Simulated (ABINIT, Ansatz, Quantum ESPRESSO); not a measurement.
**Cost and result for the electronic dielectric constant of GaN**

```cif
data_structure
_symmetry_space_group_name_H-M 'P6_3mc'
_symmetry_Int_Tables_number 186
_cell_length_a 3.1800
_cell_length_b 3.1800
_cell_length_c 5.1660
_cell_angle_alpha 90.000
_cell_angle_beta 90.000
_cell_angle_gamma 120.000
_cell_volume 45.24
loop_
_atom_site_label
_atom_site_type_symbol
_atom_site_symmetry_multiplicity
_atom_site_Wyckoff_symbol
_atom_site_fract_x
_atom_site_fract_y
_atom_site_fract_z
_atom_site_occupancy
Ga1 Ga 2 b 0.66667 0.33333 0.50000 1
N1 N 2 b 0.66667 0.33333 0.87500 1
```

```tsv
rung	level	program and potentials	cutoff (eV)	k mesh	smearing	task	core time	chip	electronic dielectric constant	notes
GGA	PBE	Ansatz, Ansatz PAW	420	10 × 10 × 5	fixed	Born charges and dielectric tensor	2.3 min	Arm Neoverse V2	5.79	-
GGA	PBE	Quantum ESPRESSO, PseudoDojo 0.4.1 SR PBE standard	1143	8 × 8 × 4, shifted	fixed	phonons	6.6 min	AMD EPYC 9R45 Zen 5	5.79	-
GGA	PBE	ABINIT, PseudoDojo NC SR PBE v0.4.1 standard	1143	6 × 6 × 4, shifted	fixed	dielectric tensor	17 min	Arm Neoverse V2	5.94	coarse mesh
non-local van der Waals functional	vdW-DF-cx	Quantum ESPRESSO, PseudoDojo 0.4.1 SR PBE standard	1143	6 × 6 × 4, shifted	fixed	phonons	18 min	Arm Neoverse V2	6.03	potentials made for PBE
LDA	LDA	ABINIT, PseudoDojo NC SR LDA v0.4.1 standard	1088	6 × 6 × 4, shifted	fixed	dielectric tensor	18 min	Intel Xeon Platinum 8375C Ice Lake	5.96	coarse mesh
GGA	AM05	Quantum ESPRESSO, PseudoDojo 0.4.1 SR PBE standard	1143	8 × 8 × 4, shifted	fixed	phonons	21 min	Arm Neoverse V2	5.93	potentials made for PBE; cell relaxed first (11.40 Å³/atom)
LDA	LDA	Quantum ESPRESSO, PseudoDojo 0.4.1 SR LDA standard	1143	8 × 8 × 4, shifted	fixed	phonons	21 min	Arm Neoverse V2	(a)	-
GGA	RPBE	Quantum ESPRESSO, PseudoDojo 0.4.1 SR PBE standard	1143	8 × 8 × 4, shifted	fixed	phonons	22 min	Intel Xeon	5.67	potentials made for PBE
GGA + dispersion	PBE+D2	Quantum ESPRESSO, PseudoDojo 0.4.1 SR PBE standard	1143	8 × 8 × 4, shifted	fixed	phonons	26 min	Arm Neoverse V1	5.96	cell relaxed first (11.66 Å³/atom)
GGA + dispersion	PBE+D3(BJ)	Quantum ESPRESSO, PseudoDojo 0.4.1 SR PBE standard	1143	8 × 8 × 4, shifted	fixed	phonons	27 min	Arm Neoverse V1	5.90	cell relaxed first (11.53 Å³/atom)
GGA	PBE	ABINIT, PseudoDojo NC SR PBE v0.4.1 standard	1088	8 × 8 × 4, shifted	fixed	dielectric tensor	37 min	Arm Neoverse V1	5.79	-
```

Times are single runs on shared hosts and different chips, so they are rough; meshes, cutoffs and the tasks' sizes weigh on the time. All rows: no spin polarisation. Smearing widths are in eV. The cell comes from a database and isn't always the measured one. Meshes differ between rows, which moves values too. All levels ran on this one cell, unrelaxed unless noted. Meshes are those of the run's cell of 4 atoms unless a note names another. Ansatz refines the mesh for the field response beyond the one shown. Runs on faulty files, with rough fits or with known faults for this quantity aren't shown. No row holds spin-orbit coupling.

Task: Estimate the value left out from the other rows.

Result: (a) 5.81.
